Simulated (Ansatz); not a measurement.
# MoS2: a single-point run

Aim: a sound single-point run of MoS2. The structure is shown as the input types it. The cell is built on a prototype (CdCl2 type) and needn't be the phase found in nature.

Computed with Ansatz 0.2.0 (density functional or hybrid calculation with the settings of its input, plane waves (as first typed), unless a step's input says otherwise).

7 further runs of the same task are left out: 1 for a known fault of the program, 6 that didn't finish.

### Step 1. The system as given

Symmetry: R-3m, No. 166, trigonal system. The conventional cell has a = 3.193 Å, b = 3.193 Å, c = 18.232 Å, α = 90.00°, β = 90.00°, γ = 120.00°. Mo (site symmetry -3m) is surrounded by 6 S at 2.42 Å. Around S (site symmetry 3m) lie 3 Mo at 2.42 Å.

As a file:

```xyz
3
Lattice="1.5965 0.9218 6.0772 -1.5965 0.9218 6.0772 0.0000 -1.8435 6.0772" Properties=species:S:1:pos:R:3 pbc="T T T"
Mo    0.0000    0.0000    0.0000
S     0.0000    0.0000    4.5110
S     0.0000    0.0000   13.7207
```

### Step 2. Running it

Contents of input.yaml:

```yaml
crystal:
  lattice:
    - [1.5965300421, 0.9217570496, 6.0772315024]
    - [-1.5965300421, 0.9217570496, 6.0772315024]
    - [0.0, -1.8435140992, 6.0772315024]
  atoms:
    - { symbol: Mo, position: [0.0, 0.0, 0.0] }
    - { symbol: S, position: [0.2474267352, 0.2474267352, 0.2474267352] }
    - { symbol: S, position: [0.7525732648, 0.7525732648, 0.7525732648] }
kpoints:
  mp_grid: { grid: [6, 6, 6] }
hamiltonian:
  xc: pbe
scf:
  occupations: { method: gaussian, width: 1.5 }
  n_extra_bands: 4
output:
  forces: true
  stress: true
  eigenvalues: true
```

Launch:

```console
> ansatz run input.yaml --threads 4 --pin off --max-ram 3686MiB --backend cpu --events-out ev --progress --plain --runs-dir out
```

Q: Will this input give a usable result? If not, why, and what should change?

The program finished normally. Convergence says nothing about whether the input makes sense.

Look at the input: scf.occupations.method is gaussian; scf.occupations.width is 1.5. Occupations are smeared over electronvolts, wider than many features of the bands.

To check: set scf.occupations.method to fermi_dirac and scf.occupations.width to 0.02.
